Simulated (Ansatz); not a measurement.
**CsCl: the cell at several levels of theory**

The task here is to estimate one member of a computed series from the others.

Program: Ansatz 0.2.0. PAW datasets, plane waves, zero pressure. Calculated at 0 K for a non-magnetic cell.

## The cell

It is cubic, Pm-3m (No. 221); conventional cell a = 4.144 Å, 35.57 Å³ an atom. Near Cs stand 8 Cl at 3.59 Å; near Cl stand 8 Cs at 3.59 Å.

Coordinates:

```cif
data_structure
_symmetry_space_group_name_H-M 'Pm-3m'
_symmetry_Int_Tables_number 221
_cell_length_a 4.1437
_cell_length_b 4.1437
_cell_length_c 4.1437
_cell_angle_alpha 90.000
_cell_angle_beta 90.000
_cell_angle_gamma 90.000
_cell_volume 71.15
loop_
_atom_site_label
_atom_site_type_symbol
_atom_site_symmetry_multiplicity
_atom_site_Wyckoff_symbol
_atom_site_fract_x
_atom_site_fract_y
_atom_site_fract_z
_atom_site_occupancy
Cs1 Cs 1 a 0.00000 0.00000 0.00000 1
Cl1 Cl 1 b 0.50000 0.50000 0.50000 1
```

Set-up of the first run:

Input file input.yaml:

```yaml
crystal:
  lattice:
    - [4.14369834, 0.0, 0.0]
    - [0.0, 4.14369834, 0.0]
    - [0.0, 0.0, 4.14369834]
  atoms:
    - { symbol: Cs, position: [0.0, 0.0, 0.0] }
    - { symbol: Cl, position: [0.5, 0.5, 0.5] }
kpoints:
  mp_grid: { grid: [6, 6, 6] }
hamiltonian:
  xc: pbe
scf:
  occupations: { method: fermi_dirac, width: 0.02 }
relax:
  f_tol: 0.005
  cell: {}
output:
  write_density: true
  write_potential: true
  elf: true
  volumetric_format: npy
```

Started as:

```bash
$ ansatz run input.yaml --threads 2 --pin off --max-ram 2211MiB --backend cpu --events-out ev --progress --plain --runs-dir out
```

Among the steps run: PBE: cell and atoms; Relaxing with r2SCAN; Relaxation with PBEsol; Relaxing with LDA; Relaxing with HSE06.

One table of the session follows, with a row left open; its other results are not shown here.

It belongs to the step «The cells side by side». 

```
 level  a (Å)  volume (Å³/atom)
   PBE      ?                 ?
r2SCAN  4.137            35.398
PBEsol  4.071            33.738
   LDA  3.970            31.292
 HSE06  4.175            36.381
```

Q: Estimate the row for PBE from the others.

**Answer.** a (Å): 4.203; volume (Å³/atom): 37.122. In the column «a (Å)» it is the highest.

The volume runs from LDA (least) to PBE (most), a spread of 18.6 %, or 5.9 % in length if all axes shared it alike. The meshes differ: PBE 6×6×6, r2SCAN 6×6×6, PBEsol 6×6×6, LDA 6×6×6, HSE06 4×4×4.
